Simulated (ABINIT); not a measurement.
BN in ABINIT: the effect of functional

The system is BN.

```
N B
1.0
     0.00000    3.49532    2.16609
     1.25163    0.00000    2.16609
     1.25163    3.49532    0.00000
N B
1 1
Direct
  0.66665 0.66665 0.33335
  0.00005 0.00005 0.99995
```

Measurements of this composition are mostly on another form, of space group No. 194.

Alike in all runs:

- Program: ABINIT 10.8.3 (patched build)
- Task: band structure
- Potentials or basis: JTH PAW PBE v2.0
- Cutoff: 844 eV
- k mesh: 13 × 13 × 13
- Occupations: fermi-dirac, width 0.05 eV
- Spin: no spin polarisation

Task: One run gave: gap on the mesh 3.70 eV; pressure -3.7 GPa. Which functional did it use?
A. PBEsol
B. LDA
C. BLYP
D. AM05

Result: B.

```tsv
functional	gap on the mesh (eV)	pressure (GPa)
LDA	3.70	-3.7
PBEsol	3.79	0.8
BLYP	3.96	5.0
AM05	3.85	1.3
```

Caveats: the PAW data sets were made with another functional, which shifts forces and pressure a little; the mesh misses the band edges, which the band path finds closer together; the atomic spheres overlap.
